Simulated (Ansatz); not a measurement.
Runs of Ansatz 0.2.0 on FeO. Symmetry: R-3m, No. 166, trigonal system. The conventional cell has a = 3.035 Å, b = 3.035 Å, c = 7.547 Å, α = 90.00°, β = 90.00°, γ = 120.00°. Fe (site symmetry -3m) has 6 O at 2.16 Å as nearest neighbours. Around O (site symmetry -3m) lie 6 Fe at 2.16 Å. 

```csv
level,U,hubbard projectors,double counting,gap on the mesh (eV),pressure (GPa),moment (μB)
LDA+U,Fe d U = 6 eV,ortho-atomic (the default),fll (the default),(d),-1.1,4.00
LDA+U,Fe d U = 5 eV,ortho-atomic (the default),fll (the default),1.12,-2.7,4.00
LDA+U,Fe d U = 2 eV,ortho-atomic (the default),fll (the default),none,-10.9,4.00
LDA+U,Fe d U = 1 eV,ortho-atomic (the default),fll (the default),none,-15.3,4.00
LDA,-,-,-,none,-16.0,4.00
LDA+U,Fe d U = 3 eV,ortho-atomic (the default),fll (the default),0.50,-7.1,4.00
LDA+U,Fe d U = 8 eV,ortho-atomic (the default),fll (the default),1.40,(a),4.00
LDA+U,Fe d U = 4 eV,ortho-atomic (the default),fll (the default),(c),(b),4.00
```

Alike in all rows: task projected density of states; potentials or basis Ansatz PAW; spin collinear, ferromagnetic start; cell as given; k mesh 11 × 11 × 11; cutoff (eV) 420; smearing fermi-dirac 0.05 eV.

Problem. Estimate the missing entries.

Solution. (a) 2.0; (b) -4.7; (c) 0.96; (d) 1.23.

Caveats: a cell with one magnetic atom can't hold antiferromagnetic order, which such compounds often take; the PAW data sets come from PBE, with cores solved anew for the run's functional, which leaves a small shift of forces and pressure; the density of states is complete only up to the lowest level of the last band computed; the magnetic or orbital state may not be the lowest (some runs); odd divisions of the mesh miss points on the zone boundary, where band edges often lie, so the gap on the mesh can be too wide (some runs); semilocal functionals often make such compounds metallic where correlation or magnetic order opens a gap, which also shifts bond lengths (some runs).

A k mesh can miss the band edges.

A gap of «none» marks a metal or a gap under the smearing width.

Runs at the PBE level aren't shown here.
